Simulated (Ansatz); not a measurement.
## How Sb stores the work of compression

Level of theory: DFT r2SCAN, scalar-relativistic, plane waves, PAW (Ansatz 0.2.0). Run with 500 eV cutoff, 12×12×8 k-mesh, Gaussian smearing of 0.10 eV, no spin polarisation.

Starting point, cell and atoms relaxed:

```xyz
2
Lattice="3.3583 0.0000 0.0000 -1.6791 2.9083 0.0000 0.0000 0.0000 5.5462" Properties=species:S:1:pos:R:3 pbc="T T T"
Sb    0.0000    1.9389    1.3865
Sb    1.6791    0.9694    4.1596
```

Cell and atoms were relaxed at each target pressure within the start's symmetry (P6_3/mmc), at zero temperature; other phases can be more stable under pressure. H = E + PV with P the target; E is the free energy at the smearing used, whose derivative the pressure is, per atom and counted from zero pressure. The mesh named is that at zero pressure; some other pressures ran on another.

```
P (GPa) V (Å³/atom) E − E0 (meV) H − H0 (meV)
      0       27.085           0.0           0.0
      1       26.688           1.2         167.8
      4       25.643          17.2         657.4
     12       23.605         115.4        1883.4
     25       21.427         357.9        3701.2
     50       18.962         916.0        6833.6
     90       16.710        1868.1       11254.9
```

Question: Thermodynamics gives dH/dP = V along a relaxed path. Integrate V over P by the trapezoid rule and compare with the computed enthalpies.

Answer: With 1 eV/Å³ = 160.22 GPa, each step adds the mean volume times ΔP / 160.22:
| P (GPa) | ∫V dP (meV) | H − H0 (meV) | difference (meV) |
| --- | --- | --- | --- |
| 1 | 167.8 | 167.8 | 0.0 |
| 4 | 657.7 | 657.4 | 0.4 |
| 12 | 1887.3 | 1883.4 | 3.9 |
| 25 | 3714.2 | 3701.2 | 13.0 |
| 50 | 6865.3 | 6833.6 | 31.7 |
| 90 | 11318.3 | 11254.9 | 63.4 |

V(P) curves upward, so the trapezoid rule runs high; integrating a smooth curve through the same points (P as a polynomial of degree 4 in ln V) puts that excess at about 54.5 meV at 90 GPa, against the 63.4 meV found. What is left comes from the shape of V(P) between points this far apart, and from the mesh, the smearing and the stress tolerance.

Question: At 90 GPa, how much of the enthalpy change is stored energy and how much is the PV term?

Answer: E rises by 1868 meV/atom and PV is 90 × 16.710 / 160.22 = 9387 meV/atom, so PV makes 83 % of ΔH. So between rival structures at high pressure a small difference in volume can outweigh the difference in energy: 1 % of this volume is worth 93.9 meV/atom at this pressure.

Question: What bulk modulus do the lowest pressures give, and how is the compression shared among the axes?

Answer: From the pressures that the runs reached, -1.00 GPa (27.537 Å³) and 1.00 GPa (26.688 Å³), B = −ΔP/Δln V = 2.00 / 0.0313 = 64 GPa, a mean over that range. The linear compressibilities −Δln(length)/ΔP are 4.82 along a, 4.82 along b, 5.98 along c (in TPa⁻¹). With fixed angles they add up to 1/B: 15.63 against 15.63. Softest: c, at 38 % of the volume change per axis.

This form isn't the element's structure at ambient conditions.